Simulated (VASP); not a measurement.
Input of a VASP 6.6.1 run:

INCAR

```
SYSTEM = Cs
PREC = Accurate
ENCUT = 520
EDIFF = 1E-6
ISMEAR = 0
SIGMA = 0.05
LREAL = .FALSE.
LASPH = .TRUE.
NELM = 100
ALGO = Normal
ISIF = 2
LWAVE = .FALSE.
LCHARG = .FALSE.
GGA = PE
NBANDS = 10
```

KPOINTS

```
regular mesh
0
G
  10 10 10
  0 0 0
```

Contents of POSCAR:

```
Cs
1.0
    0.0000000000      3.8934002340      3.8934002340
    3.8934002340      0.0000000000      3.8934002340
    3.8934002340      3.8934002340      0.0000000000
Cs
1
Direct
    0.0000000000      0.0000000000      0.0000000000
```

Potentials or basis: VASP PAW PBE potentials, release 64 (Cs_sv).

The run is started by

```console
$ cat potpaw_PBE.64/Cs_sv/POTCAR > POTCAR
$ mpirun -np 1 vasp_std > vasp.out
```

**Question.** Estimate the pressure.

**Answer.** 0.0 GPa.

**Question.** What does it give for the band gap on the k mesh?

**Answer.** None (metal or under the smearing width).

The run has no spin-orbit coupling, so splittings on Cs are missing.
